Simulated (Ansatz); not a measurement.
Pb:

```
CELL_PARAMETERS angstrom
-1.97966 1.97966 1.97966
1.97966 -1.97966 1.97966
1.97966 1.97966 -1.97966
ATOMIC_POSITIONS crystal
Pb 0.00000 0.00000 0.00000
```

This isn't the form of Pb at room conditions, which is fcc.

Below is the output of Ansatz 0.2.0 for this cell. Logs are shortened: lines on timing, memory, paths and dates and some standing lists are left out, and cuts for length are marked.

```text
Warning: RAYON_NUM_THREADS=2 ignored (pool sized by the plan → 2); use --threads N
scf.n_extra_bands = 6 over 14 filled bands (N_el = 14.0): the run solves 20 bands
Engine: ansatz 0.2.0, x86_64-unknown-linux-gnu
Pseudopotentials: kind: paw_fr
Pseudopotential: Pb, paw_fr, valence charge 14, recommended cutoff 420 eV (normal), Pb.paw.azcp#standard-fr
Functional definition: SPW92
  exchange = slater_x
  correlation = pw_c
non-collinear run that drives no moment, with spin-orbit: no starting moment large enough to seed its density (crystal.atoms[].spin), no starting occupations that ask for one, no magnetisation constraint and no magnetic field, so the semilocal B_xc is pinned to zero
Crystal: 1 atoms, lattice volume = 31.034 Å³
Basis set: ecut = 420 eV, 603 PW (Γ)
Bands: 20, of which v1, the nominal top of the filled ones, is band 14 counted from 1 (13 counted from 0)
Symmetry: 48 space group operations + 48 with time reversal
Magnetic group: BNS 229.141 (UNI 1643), of the structure as read, at distance tolerance 3.1e-5 Å
k-points: 20 of 343
Projection manifold: j_resolved (fully-relativistic pseudo-atomic orbitals)
Non-local potential: Pb, projectors of the file, l = 0: 2, l = 1: 4, l = 2: 4, l = 3: 4
PAW form: soft (Blöchl's): semilocal exchange-correlation on the pseudo side does not see the compensation charge
PAW frozen core: Pb, regenerated for the run's functional, and the local potential with it (the file was generated under x = pbe(κ = 0.804, μ = 0.2195149727645171), c = pbe(β = 0.06672455060314922))
PAW one-centre angular grid: Pb, 590 points (default); XC on 64 Gauss nodes
Initial density: superposition of atomic densities (chi_scale 0.1, normalization cell)
Initial wavefunctions: pseudopotential atomic-orbital guess
Functional: x = slater, c = lda
SCF iter   1: F=—  HF=-11639.217230 eV  |F-HF|=—  |Δ(HF+E_count)|=         —  Δρ=8.24e-3  dr2=2.60e-2  dr2_m=0.00e0 (ungated)  ethr=3.10e-3  |M|=0.00e0 ∫|m|=0.00e0 μB  |m|>n=0.0e0 m-floor=0.0e0 τ_xc=0.0e0  β_m=0.30  ⟨swp⟩=11.2  Hψ=1462  notcnv=0
preconditioner: auto → Kerker (q_TF=auto, 2.389 Å⁻¹)  [metal: Δε(μ)=0.096 eV  Ē_g=18.198 eV  σ=0.050 eV  W_gap=0.44  n_scr=12 (ndim 8)  ℏωp=24.9 eV  f_vac=0.000  D(μ)=0.76/eV (n_scr^D=0)]
spin=Noncollinear: Kerker preconditioning applied to the charge; magnetization (m_x, m_y, m_z) channels mix plain (no charge-response kernel on spin).
SCF iter   2: F=—  HF=-11639.209702 eV  |F-HF|=—  |Δ(HF+E_count)|=   7.53e-3  Δρ=6.12e-3  dr2=1.53e-2  dr2_m=0.00e0 (ungated)  ethr=1.86e-4  |M|=0.00e0 ∫|m|=0.00e0 μB  |m|>n=0.0e0 m-floor=0.0e0 τ_xc=0.0e0  β_m=0.65  ⟨swp⟩=2.0  Hψ=329  notcnv=0  defer=20
SCF iter   3: F=—  HF=-11639.203737 eV  |F-HF|=—  |Δ(HF+E_count)|=   5.97e-3  Δρ=2.37e-3  dr2=9.86e-4  dr2_m=0.00e0 (ungated)  ethr=1.09e-4  |M|=0.00e0 ∫|m|=0.00e0 μB  |m|>n=0.0e0 m-floor=0.0e0 τ_xc=0.0e0  β_m=0.82  ⟨swp⟩=3.0  Hψ=412  notcnv=0  defer=20
SCF iter   4: F=—  HF=-11639.203557 eV  |F-HF|=—  |Δ(HF+E_count)|=   1.80e-4  Δρ=7.00e-4  dr2=2.31e-4  dr2_m=0.00e0 (ungated)  ethr=7.04e-6  |M|=0.00e0 ∫|m|=0.00e0 μB  |m|>n=0.0e0 m-floor=0.0e0 τ_xc=0.0e0  β_m=0.82  ⟨swp⟩=2.0  Hψ=354  notcnv=0  defer=22
SCF iter   5: F=—  HF=-11639.203487 eV  |F-HF|=—  |Δ(HF+E_count)|=   6.92e-5  Δρ=4.10e-4  dr2=7.09e-5  dr2_m=0.00e0 (ungated)  ethr=1.65e-6  |M|=0.00e0 ∫|m|=0.00e0 μB  |m|>n=0.0e0 m-floor=0.0e0 τ_xc=0.0e0  β_m=0.91  ⟨swp⟩=1.2  Hψ=211  notcnv=0  defer=22
SCF iter   6: F=—  HF=-11639.203462 eV  |F-HF|=—  |Δ(HF+E_count)|=   2.55e-5  Δρ=1.45e-4  dr2=7.96e-6  dr2_m=0.00e0 (ungated)  ethr=5.06e-7  |M|=0.00e0 ∫|m|=0.00e0 μB  |m|>n=0.0e0 m-floor=0.0e0 τ_xc=0.0e0  β_m=0.95  ⟨swp⟩=2.1  Hψ=332  notcnv=0  defer=22
SCF iter   7: F=-11639.203458 eV  HF=-11639.203458 eV  |F-HF|=5.98e-8  |Δ(HF+E_count)|=   3.61e-6  Δρ=1.31e-5  dr2=8.06e-8  dr2_m=0.00e0 (ungated)  ethr=7.14e-10  |M|=0.00e0 ∫|m|=0.00e0 μB  |m|>n=0.0e0 m-floor=0.0e0 τ_xc=0.0e0  ⟨swp⟩=7.8  Hψ=1224  notcnv=0
SCF 1 converged in 7 iterations: F = -11639.203458 eV  dr2 = 8.06e-8
  greatest PAW one-centre occupation: 0.977 electrons in one spin orbital (limit 2), on the Pb atom at site 0 (counted from 0), in its partial waves of l = 2
NSCF: frozen V_eff on 86 k-points
SCF converged after 7 iterations
Magnetization: |M| = 0.0000 μB,  M = (+0.0000, +0.0000, +0.0000) μB
Absolute magnetization: 0.0000 μB (∫|m|)
  site 0: m = (+0.0000, +0.0000, +0.0000) μB, |m| = 0.0000 μB  (R = 1.41 Å)
Free energy (F): -11639.203458 eV
Harris-Foulkes:  -11639.203458 eV  (|F-HF|=5.98e-8)
Internal energy: -11639.197368 eV  (E = F + TS)
E sigma→0 (E₀):  -11639.200413 eV
Entropy (-TS):   -0.006090 eV (-6.090 meV/atom)
Fermi energy:    10.129705 eV
--- Per-component energies (eV) ---
  E_band       = -44.666573
  E_kinetic    = 290.264860
  E_local      = -1036.208330  (includes V_loc(G=0)·N_el)
  E_nonlocal   = 354.647413
  E_hartree    = 409.137541
  E_xc         = -219.141596
  E_vxc        = -133.610150  (∫ρ·V_xc dr)
  E_paw        = -10140.769616  (= ΣΔE_a)
  E_vpaw       = -338.046429  (= ΣTr[D̂ρ^β])
  E_aug_tail   = 0.000042  (compensation charges beyond the density's cutoff)
  E_ewald      = -1297.081552
  E_core_change = -0.046131  (= ΣΔE_core)
  E_smearing   = -0.006090  (= −TS)
  E_closure    = -0.000000  (closes the sum)
  Σ components = -11639.203458   (vs F -11639.203458, Δ=0.00e0)
--- Forces (eV/Å), atoms counted from 1 ---
  atom   1  Pb     0.00000000    -0.00000000     0.00000000
  max |Σ_I F_I| component: 4.14e-30 eV/Å
--- Stress (GPa, compression-positive) ---
       -3.060098      -0.000000      -0.000000
        0.000000      -3.060098      -0.000000
        0.000000       0.000000      -3.060098
  P = ⅓ Tr σ = -3.0601 GPa (-30.601 kbar)
--- Band table (eV; the first three rows and the last of 20) ---
  k-point 0: bands = ["-8.0866", "-8.0866", "-8.0866", "-8.0866", "-5.6099", "-5.6099", "-5.4504", "-5.4504", "-5.4504", "-5.4504", "-1.3345", "-1.3345", "15.0376", "15.0376", "18.6270", "18.6270", "18.6270", "18.6270", "21.3994", "21.3994"]
  k-point 1: bands = ["-8.0837", "-8.0837", "-8.0694", "-8.0694", "-5.5850", "-5.5850", "-5.4659", "-5.4659", "-5.4281", "-5.4281", "-0.9315", "-0.9315", "13.5801", "13.5801", "16.2476", "16.2476", "17.7214", "17.7214", "19.7579", "19.7579"]
  k-point 2: bands = ["-8.0786", "-8.0786", "-8.0354", "-8.0354", "-5.5488", "-5.5488", "-5.4885", "-5.4885", "-5.3670", "-5.3670", "0.2602", "0.2602", "9.9975", "9.9975", "14.3092", "14.3092", "16.3798", "16.3798", "18.4607", "18.4607"]
  k-point 19: bands = ["-8.0187", "-8.0187", "-8.0150", "-8.0150", "-5.4872", "-5.4872", "-5.4810", "-5.4810", "-5.2546", "-5.2546", "4.4738", "4.4738", "8.6987", "8.6987", "10.3465", "10.3465", "10.6770", "10.6770", "15.0775", "15.0775"]
```

Q: What input gives this log?

A: Band structure with LDA, spin-orbit coupling, no magnetisation. The files as run (others can give the same):

input.yaml
```yaml
crystal:
  lattice:
    - [-1.9796595667, 1.9796595667, 1.9796595667]
    - [1.9796595667, -1.9796595667, 1.9796595667]
    - [1.9796595667, 1.9796595667, -1.9796595667]
  atoms:
    - { symbol: Pb, position: [0.0, 0.0, 0.0] }
hamiltonian:
  xc: lda
  pseudopotentials: { kind: paw_fr }
magnetization:
  noncollinear: true
  spin_orbit: true
kpoints:
  mp_grid: { grid: [7, 7, 7] }
  band_path:
    path:
      - [[0.0, 0.0, 0.0], [0.5, -0.5, 0.5], [0.0, 0.0, 0.5], [0.0, 0.0, 0.0], [0.25, 0.25, 0.25], [0.5, -0.5, 0.5]]
      - [[0.25, 0.25, 0.25], [0.0, 0.0, 0.5]]
    npoints: 14
scf:
  occupations: { method: fermi_dirac, width: 0.05 }
  n_extra_bands: 6
output:
  forces: true
  stress: true
  eigenvalues: true
  fatbands: false
```

Potentials or basis: Ansatz PAW.
Run with:
```console
$ ansatz run input.yaml --threads 2 --pin off --max-ram 5632MiB --backend cpu --events-out ev --progress --plain --runs-dir out
```

Caveat: the PAW data sets come from PBE, with cores solved anew for the run's functional, which leaves a small shift of forces and pressure.
